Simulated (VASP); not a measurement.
# BaH4 (R-3m) in VASP: a series of runs

The runs below take BaH4 through relaxation of shape and atoms at fixed volume, single point, with PBE, r2SCAN.

Program: VASP 6.6.1. These are calculated values, not measurements. Logs are shortened: lines on timing, memory, paths and dates and some standing lists are left out, and cuts for length are marked.

## (1) The structure

The structure is trigonal, space group R-3m (No. 166). Conventional cell: a = 4.446 Å, b = 4.446 Å, c = 10.251 Å, α = 90.00°, β = 90.00°, γ = 120.00°. Around Ba (site symmetry -3m) lie 14 H at 2.67 to 2.89 Å. H (site symmetry 3m) is surrounded by 1 H at 2.08 Å. H (site symmetry 3m) has 1 H at 0.76 Å as nearest neighbours.

The cell was built by a generator and needn't be a form met in nature.

## (2) Relaxation of shape and atoms at fixed volume, PBE

INCAR reads:

```
SYSTEM = BaH4
PREC = Accurate
ENCUT = 600
EDIFF = 1E-7
ISMEAR = 0
SIGMA = 0.02
LREAL = .False.
LASPH = .True.
NELM = 100
ALGO = Normal
ISIF = 4
LWAVE = .False.
LCHARG = .False.
GGA = PE
IBRION = 2
NSW = 50
EDIFFG = -0.01
```

KPOINTS reads:

```
Automatic mesh
0
Gamma
  6 6 6
  0 0 0
```

POSCAR reads:

```
BaH4
1.0
    2.2230918467      1.2835026760      3.4170494792
   -2.2230918467      1.2835026760      3.4170494792
    0.0000000000     -2.5670053523      3.4170494791
Ba H
1 4
Direct
    0.0000000000      0.0000000000      0.0000000000
    0.7399634925      0.7399634925      0.7399634925
    0.2600365075      0.2600365075      0.2600365075
    0.4627000739      0.4627000739      0.4627000739
    0.5372999261      0.5372999261      0.5372999261
```

Potentials or basis: VASP PAW PBE potentials, release 64 (Ba_sv, H).

The run is started by

```bash
> cat potpaw_PBE.64/Ba_sv/POTCAR potpaw_PBE.64/H/POTCAR > POTCAR
> mpirun -np 1 vasp_std > vasp.out
```

OUTCAR:

```text
SYSTEM = BaH4
   PREC = Accurate
   ENCUT = 600
   EDIFF = 1E-7
   ISMEAR = 0
   LREAL = .False.
   LASPH = .True.
   NELM = 100
   ISIF = 4
   GGA = PE
   IBRION = 2
   NSW = 50
   EDIFFG = -0.01

 ion  position               nearest neighbor table
   1  0.000  0.000  0.000-   2 2.67   3 2.67   2 2.67   3 2.67   2 2.67   2 2.67   3 2.67   3 2.67

   2  0.740  0.740  0.740-   1 2.67   1 2.67   1 2.67   1 2.67
   3  0.260  0.260  0.260-   1 2.67   1 2.67   1 2.67   1 2.67
   4  0.463  0.463  0.463-   5 0.76
   5  0.537  0.537  0.537-   4 0.76

  LATTYP: Found a trigonal (rhomboedric) cell.
 ALAT       =     4.2738441269
 COS(alpha) =     0.4588627256

  Lattice vectors:

 A1 = (   2.2230918467,   1.2835026760,   3.4170494792)
 A2 = (  -2.2230918467,   1.2835026760,   3.4170494792)
 A3 = (   0.0000000000,  -2.5670053523,   3.4170494791)

Analysis of symmetry for initial positions (statically):
=====================================================================
 Subroutine PRICEL returns:
 Original cell was already a primitive cell.

 Routine SETGRP: Setting up the symmetry group for a
 trigonal (rhombohedral) supercell.

 Subroutine GETGRP returns: Found 12 space group operations
 (whereof 12 operations were pure point group operations)
 out of a pool of 12 trial point group operations.

The static configuration has the point symmetry D_3d.

Analysis of symmetry for dynamics (positions and initial velocities):
=====================================================================
 Subroutine PRICEL returns:
 Original cell was already a primitive cell.

 Routine SETGRP: Setting up the symmetry group for a
 trigonal (rhombohedral) supercell.

 Subroutine GETGRP returns: Found 12 space group operations
 (whereof 12 operations were pure point group operations)
 out of a pool of 12 trial point group operations.

The dynamic configuration has the point symmetry D_3d.

 Subroutine INISYM returns: Found 12 space group operations
 (whereof 12 operations are pure point group operations),
 and found     1 'primitive' translations

----------------------------------------------------------------------------------------

                                     Primitive cell

  volume of cell :      58.5001

  direct lattice vectors                    reciprocal lattice vectors
     2.223091847  1.283502676  3.417049479     0.224911985  0.129852995  0.097550046
    -2.223091847  1.283502676  3.417049479    -0.224911985  0.129852995  0.097550046
     0.000000000 -2.567005352  3.417049479     0.000000000 -0.259705990  0.097550046

  length of vectors
     4.273844127  4.273844127  4.273844127     0.277422445  0.277422445  0.277422445

  position of ions in fractional coordinates (direct lattice)
     0.000000000  0.000000000  0.000000000
     0.739963493  0.739963493  0.739963493
     0.260036507  0.260036507  0.260036507
     0.462700074  0.462700074  0.462700074
     0.537299926  0.537299926  0.537299926

  ion indices of the primitive-cell ions
   primitive index   ion index
                 1           1
                 2           2
                 3           3
                 4           4
                 5           5

----------------------------------------------------------------------------------------

 KPOINTS: Automatic mesh

Automatic generation of k-mesh.
 Grid dimensions read from file:
 generate k-points for:    6    6    6

 Generating k-lattice:

  Cartesian coordinates                     Fractional coordinates (reciprocal lattice)
     0.037485331  0.021642166  0.016258341     0.166666667 -0.000000000 -0.000000000
    -0.037485331  0.021642166  0.016258341    -0.000000000  0.166666667 -0.000000000
     0.000000000 -0.043284332  0.016258341     0.000000000  0.000000000  0.166666667

  Length of vectors
     0.046237074  0.046237074  0.046237074

  Shift w.r.t. Gamma in fractional coordinates (k-lattice)
     0.000000000  0.000000000  0.000000000

 Subroutine IBZKPT returns following result:
 ===========================================

 Found     32 irreducible k-points:

 Following reciprocal coordinates:
            Coordinates               Weight
  0.000000  0.000000  0.000000      1.000000
  0.166667  0.000000 -0.000000      6.000000
  0.333333 -0.000000  0.000000      6.000000
  0.500000  0.000000 -0.000000      3.000000
  0.166667  0.166667  0.000000      6.000000
  0.333333  0.166667 -0.000000     12.000000
[... 16 lines left out ...]
  0.500000  0.500000  0.166667      6.000000
 -0.333333  0.500000  0.166667     12.000000
 [... further k-points ...]
   k-points           NKPTS =     32   k-points in BZ     NKDIM =     32   number of bands    NBANDS=     11
   number of dos      NEDOS =    301   number of ions     NIONS =      5
   total plane-waves  NPLWV =  46656
   dimension x,y,z NGX =    36 NGY =   36 NGZ =   36
   dimension x,y,z NGXF=    72 NGYF=   72 NGZF=   72
   ions per type =               1   4
   NGX,Y,Z   is equivalent  to a cutoff of  14.00, 14.00, 14.00 a.u.
   NGXF,Y,Z  is equivalent  to a cutoff of  28.01, 28.01, 28.01 a.u.
 SYSTEM =  BaH4
   PREC   = accura    normal or accurate (medium, high low for compatibility)
   ISTART =      0    job   : 0-new  1-cont  2-samecut
   ICHARG =      2    charge: 1-file 2-atom 10-const
   ISPIN  =      1    spin polarized calculation?
   LNONCOLLINEAR =      F non collinear calculations
   LSORBIT =      F    spin-orbit coupling
   LASPH  =      T    aspherical Exc in radial PAW
   ENCUT  =  600.0 eV  44.10 Ry    6.64 a.u.   8.54  8.54  8.54*2*pi/ulx,y,z
   NELM   =    100;   NELMIN=  2; NELMDL= -5     # of ELM steps
   EDIFF  = 0.1E-06   stopping-criterion for ELM
   LREAL  =      F    real-space projection
   EDIFFG = -.1E-01   stopping-criterion for IOM
   NSW    =     50    number of steps for IOM
   IBRION =      2    ionic relax: 0-MD 1-quasi-New 2-CG
   NFREE  =      1    steps in history (QN), initial steepest desc. (CG)
   ISIF   =      4    stress and relaxation
   ISYM   =      2    0-nonsym 1-usesym 2-fastsym
   POTIM  = 0.5000    time-step for ionic-motion
   TEBEG  =    0.0;   TEEND  =   0.0 temperature during run
   PSTRESS=    0.0 pullay stress
   NELECT =      14.0000    total number of electrons
   NUPDOWN=      -1.0000    fix difference up-down
   EMIN   =  10.00;   EMAX   =-10.00  energy-range for DOS
   EFERMI =   0.00;   METHOD = LEGACY
   ISMEAR =     0;   SIGMA  =   0.02  broadening in eV -4-tet -1-fermi 0-gaus
   EFERMI_NEDOS =   21; number of points for ismear=-14 and -15
   IALGO  =     38    algorithm
   IMIX   =      4    mixing-type and parameters
     AMIX     =   0.40;   BMIX     =  1.00
     AMIX_MAG =   1.60;   BMIX_MAG =  1.00
  volume/ion in A,a.u.               =      11.70        78.96
  Fermi-wavevector in a.u.,A,eV,Ry     =   1.016401  1.920720 14.055797  1.033072
  Thomas-Fermi vector in A             =   2.149743
   LORBIT       =      0    0 simple, 1 ext, 2 COOP (PROOUT), +10 PAW based schemes
   GGA     = PE    functional components
   LHFCALC =     F    Hartree Fock is set to
   AEXX    =    0.0000 exact exchange contribution
   IVDW    =     0    specifies the selected vdW correction
   LEPSILON=     F    determine dielectric tensor
   LRPA    =     F    only Hartree local field effects (RPA)
 conjugate gradient relaxation of ions
 non-spin polarized calculation
 Gauss-broadening in eV      SIGMA  =   0.02
  energy-cutoff  :      600.00
  volume of cell :       58.50
 maximum number of plane-waves:      1964
 NGX is ok and might be reduce to    36
   NGX = 17   NGY = 17   NGZ = 17

--------------------------------------- Ionic step        1  -------------------------------------------

 number of electron      13.9999999 magnetization

 Free energy of the ion-electron system (eV)
  ---------------------------------------------------
  ext. energy  EPLUGINS =         0.00000000
  ---------------------------------------------------
  free energy    TOTEN  =       -16.71280805 eV

  energy without entropy =      -16.71280805  energy(sigma->0) =      -16.71280805

------------------------ aborting loop because EDIFF is reached ----------------------------------------

  FORCE on cell =-STRESS in cart. coord.  units (eV):
  Direction    XX          YY          ZZ          XY          YZ          ZX
  --------------------------------------------------------------------------------------
  -------------------------------------------------------------------------------------
  Total        1.4354520      1.4354520      1.5744215     -0.0000000     -0.0000000     -0.0000000
  in kB       39.3135761     39.3135761     43.1196170     -0.0000000     -0.0000000     -0.0000000
  external PRESSURE =      40.5822564 kB  Pullay stress =       0.0000000 kB
[... 258 lines left out ...]
  energy  without entropy=      -16.7139658006  energy(sigma->0) =      -16.71396580

--------------------------------------- Ionic step        8  -------------------------------------------

 number of electron      13.9999999 magnetization

 Free energy of the ion-electron system (eV)
  ---------------------------------------------------
  ext. energy  EPLUGINS =         0.00000000
  ---------------------------------------------------
  free energy    TOTEN  =       -16.71401380 eV

  energy without entropy =      -16.71401380  energy(sigma->0) =      -16.71401380

 E-fermi :   1.0314     XC(G=0):  -8.7951

 val. band max:        0.8879852951   @ k =   0.0000   0.0000   0.0000
 cond. band min:       3.3751005469   @ k =   0.5000   0.0000  -0.0000
 fundamental gap:      2.4871152518
 Fermi energy:         1.0314173426

 k-point     1 :       0.0000    0.0000    0.0000
  band No.  band energies     occupation
      1     -25.6745      2.00000
      2     -10.6326      2.00000
      3     -10.6326      2.00000
      4     -10.5907      2.00000
      5      -6.9847      2.00000
      6      -0.5703      2.00000
      7       0.8880      2.00000
      8       4.0677      0.00000
      9       4.0677      0.00000
     10       4.6281      0.00000
     11       6.2886      0.00000
[... 309 lines left out ...]
 k-point    24 :      -0.3333    0.5000    0.1667
  band No.  band energies     occupation
      1     -25.5806      2.00000
      2     -11.2653      2.00000
      3     -11.0007      2.00000
      4     -10.9109      2.00000
      5      -6.3208      2.00000
      6      -1.0058      2.00000
      7      -0.3040      2.00000
      8       4.2824      0.00000
      9       6.2963      0.00000
     10       6.9652      0.00000
     11       7.9244      0.00000

 [... further k-points ...]

------------------------ aborting loop because EDIFF is reached ----------------------------------------

  FORCE on cell =-STRESS in cart. coord.  units (eV):
  Direction    XX          YY          ZZ          XY          YZ          ZX
  --------------------------------------------------------------------------------------
  -------------------------------------------------------------------------------------
  Total        1.3962652      1.3962652      1.4130033      0.0000000     -0.0000000      0.0000000
  in kB       38.2403430     38.2403430     38.6987611      0.0000000     -0.0000000      0.0000000
  external PRESSURE =      38.3931491 kB  Pullay stress =       0.0000000 kB
[... 20 lines left out ...]
  FREE ENERGIE OF THE ION-ELECTRON SYSTEM (eV)
  ---------------------------------------------------
  free  energy   TOTEN  =       -16.7140137998 eV

  energy  without entropy=      -16.7140137998  energy(sigma->0) =      -16.71401380

 reached required accuracy - stopping structural energy minimisation
```

Wall time 64 s (1 thread of Intel Xeon Platinum 8488C (Sapphire Rapids), shared host); peak memory 0.21 GiB.

What came out:

```
Free energy                  : -16.7140 eV
Energy gained by relaxing    : 0.2 meV/atom
Ionic steps                  : 8
Pressure after relaxing      : 3.8 GPa
Largest force after relaxing : 0.010 eV/Å
Band gap on the k mesh       : 2.49 eV, indirect (least direct gap 2.72 eV)
```

Forces on the atoms (eV/Å):
```
Ba   0.000  0.000  0.000
H    0.000  0.000 -0.007
H    0.000  0.000  0.007
H    0.000  0.000  0.010
H    0.000  0.000 -0.010
```

The path:
```tsv
step	energy change (eV)	largest force (eV/Å)	pressure (GPa)	volume (Å³)
1	0.0000	0.2266	4.06	58.50
2	0.0020	0.3811	3.58	58.50
3	-0.0009	0.0194	3.88	58.50
4	-0.0010	0.0186	3.88	58.50
5	-0.0011	0.0162	3.87	58.50
6	-0.0011	0.0113	3.84	58.50
7	-0.0012	0.0129	3.85	58.50
8	-0.0012	0.0097	3.84	58.50
```

Final structure:
```cif
data_structure
_symmetry_space_group_name_H-M 'P 1'
_symmetry_Int_Tables_number 1
_cell_length_a 4.2681
_cell_length_b 4.2681
_cell_length_c 4.2681
_cell_angle_alpha 62.882
_cell_angle_beta 62.882
_cell_angle_gamma 62.882
_cell_volume 58.50
loop_
_atom_site_label
_atom_site_type_symbol
_atom_site_fract_x
_atom_site_fract_y
_atom_site_fract_z
_atom_site_occupancy
Ba1 Ba 0.00000 0.00000 0.00000 1
H1 H 0.73909 0.73909 0.73909 1
H2 H 0.26091 0.26091 0.26091 1
H3 H 0.46214 0.46214 0.46214 1
H4 H 0.53786 0.53786 0.53786 1
```

Caveat: spin-orbit coupling is left out, which moves the levels of the heavy elements. A k mesh can miss the band edges.

## (3) Single point, r2SCAN

This run uses another cell than the first one, of 12.86 Å³/atom, 1.099 times its volume.

POSCAR reads:

```
BaH4
1.0
    2.2908181299      1.3226044640      3.5362540987
   -2.2908181299      1.3226044640      3.5362540987
    0.0000000000     -2.6452089279      3.5362540987
Ba H
1 4
Direct
    0.0000000000      0.0000000000      0.0000000000
    0.7408673521      0.7408673521      0.7408673521
    0.2591326479      0.2591326479      0.2591326479
    0.4636919780      0.4636919780      0.4636919780
    0.5363080220      0.5363080220      0.5363080220
```

INCAR.step1 reads:

```
SYSTEM = BaH4
PREC = Accurate
ENCUT = 520
ISMEAR = 0
SIGMA = 0.02
LREAL = .FALSE.
LASPH = .TRUE.
NELM = 100
NBANDS = 15
GGA = PE
ALGO = Normal
EDIFF = 1E-4
LWAVE = .TRUE.
LCHARG = .FALSE.
```

INCAR.step2 reads:

```
SYSTEM = BaH4
PREC = Accurate
ENCUT = 520
EDIFF = 1E-7
ISMEAR = 0
SIGMA = 0.02
LREAL = .FALSE.
LASPH = .TRUE.
NELM = 100
ALGO = Normal
ISIF = 2
LWAVE = .FALSE.
LCHARG = .TRUE.
METAGGA = R2SCAN
LMIXTAU = .TRUE.
LELF = .TRUE.
LVHAR = .TRUE.
NBANDS = 15
ISTART = 1
```

KPOINTS reads:

```
Automatic mesh
0
G
  6 6 6
  0 0 0
```

Potentials or basis: VASP PAW PBE potentials, release 64 (Ba_sv, H).

The run is started by

```bash
> cat potpaw_PBE.64/Ba_sv/POTCAR potpaw_PBE.64/H/POTCAR > POTCAR
> cp INCAR.step1 INCAR
> mpirun -np 1 vasp_std > vasp.out
> cp INCAR.step2 INCAR
> mpirun -np 1 vasp_std > vasp.out
```

Run time: 1.7 min. Hardware: 1 thread of Intel Xeon Platinum 8488C (Sapphire Rapids), shared host; peak memory 0.22 GiB.

Results (log left out):

| Item | Value |
| --- | --- |
| Free energy | -41.9989 eV |
| Pressure | 0.0 GPa |
| Largest force | 0.288 eV/Å |
| Band gap on the k mesh | 2.94 eV, indirect (least direct gap 3.33 eV) |

Forces in eV/Å, atoms in the order of the input:
```
Ba   0.000  0.000  0.000
H    0.000  0.000  0.008
H    0.000  0.000 -0.008
H    0.000  0.000  0.288
H    0.000  0.000 -0.288
```

Stress tensor (GPa, compression positive):
```
 0.18  0.00  0.00
 0.00  0.18  0.00
 0.00  0.00 -0.30
```

Levels at points of the mesh, in eV from the valence-band top:
```csv
k point,band 5,band 6,band 7,band 8,band 9,band 10
"(0.00, 0.00, 0.00)",-7.89,-1.60,0.00,3.65,3.65,4.10
"(0.50, 0.00, 0.00)",-7.04,-2.51,-0.39,2.94,3.38,6.57
"(0.50, 0.50, 0.00)",-7.48,-1.97,-1.05,4.88,5.62,6.55
"(0.50, 0.50, 0.50)",-7.03,-2.93,-0.40,3.25,3.25,6.61
```

Caveat: the PAW data sets were made with another functional, which shifts forces and pressure a little; spin-orbit coupling is left out, which moves the levels of the heavy elements. A k mesh can miss the band edges.

## (4) Single point, r2SCAN

This run uses another cell than the first one, of 12.86 Å³/atom, 1.099 times its volume.

POSCAR is that of step 3.

INCAR.step1 reads:

```
SYSTEM = BaH4
  PREC = Accurate
  ENCUT = 520
  ISMEAR = 0
  SIGMA = 0.02
  LREAL = .FALSE.
  LASPH = .TRUE.
  NELM = 100
  NBANDS = 15
  GGA = PE
  ALGO = Normal
  EDIFF = 1E-4
  LWAVE = .TRUE.
  LCHARG = .FALSE.
```

INCAR.step2 reads:

```
SYSTEM = BaH4
  PREC = Accurate
  ENCUT = 520
  EDIFF = 1E-6
  ISMEAR = 0
  SIGMA = 0.02
  LREAL = .FALSE.
  LASPH = .TRUE.
  NELM = 100
  ALGO = Normal
  ISIF = 2
  LWAVE = .FALSE.
  LCHARG = .FALSE.
  METAGGA = R2SCAN
  LMIXTAU = .TRUE.
  NBANDS = 15
  ISTART = 1
```

KPOINTS reads:

```
regular mesh
0
G
  6 6 6
  0 0 0
```

The run is started by

```bash
> cat potpaw_PBE.64/Ba_sv/POTCAR potpaw_PBE.64/H/POTCAR > POTCAR
> cp INCAR.step1 INCAR
> mpirun -np 1 vasp_std > vasp.out
> cp INCAR.step2 INCAR
> mpirun -np 1 vasp_std > vasp.out
```

Wall time 89 s (1 thread of Intel Xeon Platinum 8488C (Sapphire Rapids), shared host); peak memory 0.22 GiB.

The run converged. Its results:

- Free energy: -41.9989 eV
- Pressure: 0.0 GPa
- Largest force: 0.287 eV/Å
- Band gap on the k mesh: 2.94 eV, indirect (least direct gap 3.33 eV)

Forces on the atoms (eV/Å):
```
Ba   0.000  0.000  0.000
H    0.000  0.000  0.008
H    0.000  0.000 -0.008
H    0.000  0.000  0.287
H    0.000  0.000 -0.287
```

Stress tensor (GPa, compression positive):
```
 0.20  0.00  0.00
 0.00  0.20  0.00
 0.00  0.00 -0.29
```

Levels at points of the mesh, in eV from the valence-band top:
```
           k point  band 5  band 6  band 7  band 8  band 9  band 10
(0.00, 0.00, 0.00)   -7.89   -1.60    0.00    3.65    3.65     4.10
(0.50, 0.00, 0.00)   -7.04   -2.51   -0.39    2.94    3.38     6.56
(0.50, 0.50, 0.00)   -7.48   -1.97   -1.05    4.88    5.62     6.55
(0.50, 0.50, 0.50)   -7.03   -2.93   -0.40    3.25    3.25     6.61
```

Caveat: the PAW data sets were made with another functional, which shifts forces and pressure a little; spin-orbit coupling is left out, which moves the levels of the heavy elements. A k mesh can miss the band edges.
